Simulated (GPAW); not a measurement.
## BeTe (F-43m): G0W0 with GPAW, start to end

How does a plane-wave GW calculation on BeTe (F-43m) run from the first input to the gap?

Program: GPAW 26.7.0. Level of theory: PBE and many-body steps on it, plane waves. Results are calculated unless marked as measured.

Report form: the programs' logs are mostly left out.

The database entry behind the starting cell differs from later determinations by our own check (an axis about 1.5 % short against later determinations), so it need not match the best structure at ambient conditions.

## 1. The structure

It takes space group F-43m (No. 216, cubic). The conventional cell has a = 5.540 Å, b = 5.540 Å, c = 5.540 Å, α = 90.00°, β = 90.00°, γ = 90.00°. Be has 4 Te at 2.40 Å nearest. Nearest to Te lie 4 Be at 2.40 Å. Farther neighbours and most contacts between anions are not listed.

The cell and positions come from the Crystallography Open Database and are kept as given unless a step says otherwise. Spin-orbit coupling is left out unless a step names it.

## 2. Ground state

This step: GPAW 26.7.0; DFT, PBE, plane waves, PAW.

The ground-state density comes first.

The input, run.py:

```python
import json
import numpy as np
from gpaw.mpi import world
from ase import Atoms
from gpaw import GPAW, PW, FermiDirac

atoms = Atoms(['Be', 'Te'],
    cell=[[0.0000000000, 2.7700000000, 2.7700000000],
      [2.7700000000, 0.0000000000, 2.7700000000],
      [2.7700000000, 2.7700000000, 0.0000000000]],
    scaled_positions=[[0.0000000000, 0.0000000000, 0.0000000000],
      [0.2500000000, 0.2500000000, 0.2500000000]],
    pbc=(True, True, True))
calc = GPAW(mode=PW(600),
    xc='PBE',
    kpts={'size': (8, 8, 8), 'gamma': True},
    occupations=FermiDirac(0.001),
    nbands=-7,
    convergence={'density': 1e-6, 'bands': -3},
    maxiter=100,
    txt='gs.txt')
atoms.calc = calc
res = {'energy': atoms.get_potential_energy()}
kpts = calc.get_ibz_k_points()
res['kpts'] = kpts
res['eigenvalues'] = [calc.get_eigenvalues(kpt=k) for k in range(len(kpts))]
res['n_electrons'] = calc.get_number_of_electrons()
calc.write('gs.gpw')

if world.rank == 0:
    with open('result.json', 'w') as f:
        json.dump(res, f, default=lambda x: x.tolist())
```

Command:

```sh
> mpirun -n 8 gpaw python run.py
```

Elapsed: 5.2 s, on 8 MPI ranks of Intel Xeon Platinum 8488C (Sapphire Rapids), shared host; peak memory 1.3 GiB; 39 s of CPU time.

Numbers from this step:

- total energy: -7.607 eV
- gap: 1.858 eV
- k of the valence top: 0, 0, 0
- k of the conduction bottom: 0.5, 0.5, 0
- least direct gap: 3.585 eV

The gap is indirect, with the least direct gap 1.73 eV higher.

## 3. Empty states on the mesh, 6×6×6 mesh, 233 bands

The sums over transitions need many empty states on a uniform mesh; this step solves for them.

The input, run.py:

```python
import json
import numpy as np
from gpaw.mpi import world
from gpaw import GPAW

calc = GPAW('gs.gpw').fixed_density(kpts={'size': (6, 6, 6), 'gamma': True},
    parallel={'domain': 1, 'band': 1},
    txt='nscf.txt')
calc.diagonalize_full_hamiltonian(nbands=233)
calc.write('full.gpw', mode='all')
res = {}
kpts = calc.get_ibz_k_points()
res['kpts'] = kpts
res['eigenvalues'] = [calc.get_eigenvalues(kpt=k) for k in range(len(kpts))]
res['n_electrons'] = calc.get_number_of_electrons()

if world.rank == 0:
    with open('result.json', 'w') as f:
        json.dump(res, f, default=lambda x: x.tolist())
```

Command:

```sh
> mpirun -n 8 gpaw python run.py
```

The job ended after 9.7 s (8 MPI ranks; peak memory 2.5 GiB; 75 s of CPU time).

Numbers from this step:

| Quantity | Value |
| --- | --- |
| gap | 1.858 eV |
| k of the valence top | 0, 0, 0 |
| k of the conduction bottom | 0.5, 0.5, 0 |
| least direct gap | 3.585 eV |
| k points computed | 16 |
| lowest point of the top converged band, above the valence top | 162.7746 eV |

On this mesh the gap is 1.858 eV.

## 4. Screening and self-energy, 6×6×6 mesh, 223 bands, screening to 175 eV

G0W0 replaces the xc potential by the self-energy, built once from these orbitals. Only a window of levels is corrected, while the sums run over the empty bands that the input names.

This step: G0W0 on PBE, plane waves, PAW.

The input, run.py:

```python
import json
import numpy as np
from gpaw.mpi import world
from gpaw.response.g0w0 import G0W0

gw = G0W0('full.gpw',
    filename='gw',
    kpts=[0, 12],
    bands=(2, 6),
    ecut=175,
    nbands=223,
    integrate_gamma='WS',
    ppa=True)
gw.calculate()
res = {mode: {k: v for k, v in r.items() if k != 'sigma_eskwn'}
       for mode, r in gw.all_results.items()}

if world.rank == 0:
    with open('result.json', 'w') as f:
        json.dump(res, f, default=lambda x: x.tolist())
```

Command:

```sh
> mpirun -n 8 gpaw python run.py
```

Elapsed: 2.6 min, on 8 MPI ranks; peak memory 2.4 GiB; 21 min of CPU time.

This step gave:

```yaml
g0w0_gap_on_the_points_computed: 2.581 eV
least_direct_g0w0_gap_on_the_computed_points: 4.536 eV
z_at_the_valence_top: 0.8011
z_at_the_conduction_bottom: 0.8122
starting_gap_on_the_mesh: 1.858 eV
k_of_the_valence_top: 0, 0, 0
k_of_the_conduction_bottom: 0.5, 0.5, 0
```

The gap on the mesh goes from 1.86 eV to 2.58 eV, a correction of +0.72 eV.

Limits: finite bands, cutoff and mesh; no spin-orbit coupling. v1 is the top filled band, c1 the lowest empty one. The levels before and after the correction (eV, zero at the valence-band top of each column):

```
           conduction bottom  valence top
Kohn-Sham               1.86         0.00
     G0W0               2.58         0.00
```

```
                       level  energy (eV)
Kohn-Sham            Γ v2-v1        0.000
Kohn-Sham            Γ c1-c2        3.585
Kohn-Sham  (0.5 0.5 0) v2-v1       -2.835
Kohn-Sham     (0.5 0.5 0) c1        1.858
Kohn-Sham     (0.5 0.5 0) c2        2.610
     G0W0            Γ v2-v1        0.000
     G0W0            Γ c1-c2        4.536
     G0W0  (0.5 0.5 0) v2-v1       -3.028
     G0W0     (0.5 0.5 0) c1        2.581
     G0W0     (0.5 0.5 0) c2        3.324
```

## 5. Where the time went

Times are wall times on 8 MPI ranks of Intel Xeon Platinum 8488C (Sapphire Rapids), shared host, good to a factor of about two.

```
                     step     time  share  memory (GiB)
             ground state    5.2 s    3 %           1.3
 empty states on the mesh    9.7 s    6 %           2.5
screening and self-energy  2.6 min   91 %           2.4
```

## 6. What came out

```json
{
  "PBE gap": "1.86 eV, indirect",
  "G0W0 gap on the mesh": "2.58 eV",
  "GW settings": "6×6×6 mesh, 223 bands, screening to 175 eV, Godby-Needs plasmon pole",
  "known limits": "not at the basis limit; no spin-orbit coupling"
}
```

In words: G0W0 moves the gap on the mesh from 1.86 eV to 2.58 eV (+0.72 eV), with Z of 0.80 and 0.81 at the edges. Only 2 of the mesh's irreducible points were corrected, so a valley elsewhere could overtake. The dearest step here is «screening and self-energy». Bands and cutoff are finite, so the gap is not at the basis limit. The miss can reach some tenths of an eV and take either sign; the mesh is an error of its own. These stock PAW sets were not made for GW; the filled d or f shell of Te lies in the frozen core, which bears on start and correction. In the G0W0 run levels were corrected at 2 k points alone, so a gap called «on the mesh» is the least over those, and an edge elsewhere would be missed. The many-body steps are scalar-relativistic: spin-orbit coupling is not in them.

[Paths, hosts, dates, memory and timing lines, banners, echoed tables and standing remarks are left out of the program output.]

[Logs are printed without paths, hosts, clocks, repeated set-up lines and the standing remarks that a program may print on its own settings, such as how far it seeks lower states.]

[Runs of the session that timed out or met a known fault of the program may be left out.]

[Hosts, paths, dates, database ids (printed as entryN), source tags and the programs' standing remarks are cut or masked in the printed files.]
